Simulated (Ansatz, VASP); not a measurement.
**Two plane-wave programs on BAs**

```xyz
2
Lattice="0.0000 2.3839 2.3839 2.3839 0.0000 2.3839 2.3839 2.3839 0.0000" Properties=species:S:1:pos:R:3 pbc="T T T"
B     0.0000    0.0000    0.0000
As    3.5759    3.5759    3.5759
```

Alike in both runs: functional PBEsol; k mesh 10 × 10 × 10; no spin polarisation.

Ansatz relaxed the structure, and its values are those at the end. VASP's run is a single point on that final structure, the one shown.

|  | VASP | Ansatz |
| --- | --- | --- |
| version | VASP 6.6.1 | Ansatz 0.2.0 |
| potentials or method | VASP PAW PBE potentials, release 64 (B, As) | scalar-relativistic, plane waves, PAW |
| plane-wave cutoff (eV) | 520 | 420 |
| occupations | gaussian, width 0.01 eV | fixed |
| valence electrons in the cell | 8 | 18 |

Ansatz gave:

| Quantity | Value |
| --- | --- |
| gap on the k mesh at the Fermi level (eV) | 1.08 |
| least direct gap on the mesh (eV) | 3.25 |
| pressure (GPa) | 0.0 |

Q: Which values does VASP return?

A: gap on the k mesh at the Fermi level (eV): 1.07; least direct gap on the mesh (eV): 3.25; pressure (GPa): 0.9.

The two sets of potentials don't hold the same shells in valence.

Caveats: the PAW data sets were made with another functional, which shifts forces and pressure a little (VASP). A k mesh can miss the band edges.
